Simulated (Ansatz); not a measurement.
CuO:

```
CELL_PARAMETERS angstrom
4.16094 0.00000 0.00000
0.00000 4.16094 0.00000
0.00000 0.00000 3.88764
ATOMIC_POSITIONS crystal
Cu 0.97755 0.98817 0.96033
Cu 0.03967 0.52611 0.51817
Cu 0.48116 0.99342 0.50592
O 0.01104 0.50282 0.97548
O 0.46136 0.98875 0.98674
O 0.02922 0.00073 0.55336
```

The cell comes from a database or a generator and needn't be the stable form of this composition.

* Program: Ansatz 0.2.0
* Task: relaxation of cell and atoms
* Functional: PBEsol
* Dispersion: D3(BJ)
* Potentials or basis: Ansatz PAW
* Cutoff: 420 eV (not typed: the program's choice for these potentials)
* k mesh: 7 × 7 × 7
* Occupations: fermi-dirac, width 0.05 eV
* Spin: no spin polarisation

At the start: volume 11.22 Å³/atom.

Question: How do energy, volume and symmetry change on relaxing?

Answer: It ends after 8 steps and the volume is 10.52 Å³/atom (-6.2 %); space group P4/mmm (No. 123, to 0.05 Å).

The path:
| step | energy change (eV) | largest force (eV/Å) | volume (Å³) |
| --- | --- | --- | --- |
| 1 | 0.0000 | 9.5012 | 67.31 |
| 2 | -1.0835 | 5.7280 | 65.25 |
| 3 | -1.9909 | 0.0738 | 63.53 |
| 4 | -1.9958 | 0.0063 | 63.43 |
| 5 | -1.9972 | 0.0008 | 63.24 |
| 6 | -1.9837 | 0.0008 | 63.24 |
| 7 | -1.9844 | 0.0003 | 63.11 |
| 8 | -1.9838 | 0.0003 | 63.11 |

Final structure:
```yaml
crystal:
  lattice:
    - [4.05082, -0.00001, 0.00000]
    - [-0.00001, 4.05083, -0.00002]
    - [0.00000, -0.00002, 3.84590]
  atoms:
    - { symbol: Cu, position: [0.00002, 0.99998, 0.00000] }
    - { symbol: Cu, position: [0.99992, 0.49999, 0.50000] }
    - { symbol: Cu, position: [0.50001, 0.00006, 0.50000] }
    - { symbol: O, position: [0.00000, 0.49999, 0.00000] }
    - { symbol: O, position: [0.50002, 0.00000, 0.00000] }
    - { symbol: O, position: [0.00002, 0.99998, 0.50000] }
```

Caveat: the plane-wave basis is chosen anew once the cell has moved, so the energies of steps on either side of that aren't comparable; the pressure holds a Pulay correction of +0.7 GPa for the finite cutoff; an odd number of electrons without spin polarisation forces a metal; a magnetic or distorted state may lie lower; the run has no spin polarisation, though such a crystal can be magnetic; pairwise dispersion overbinds metals, which lowers pressure and volume; the PAW data sets come from PBE, with cores solved anew for the run's functional, which leaves a small shift of forces and pressure.
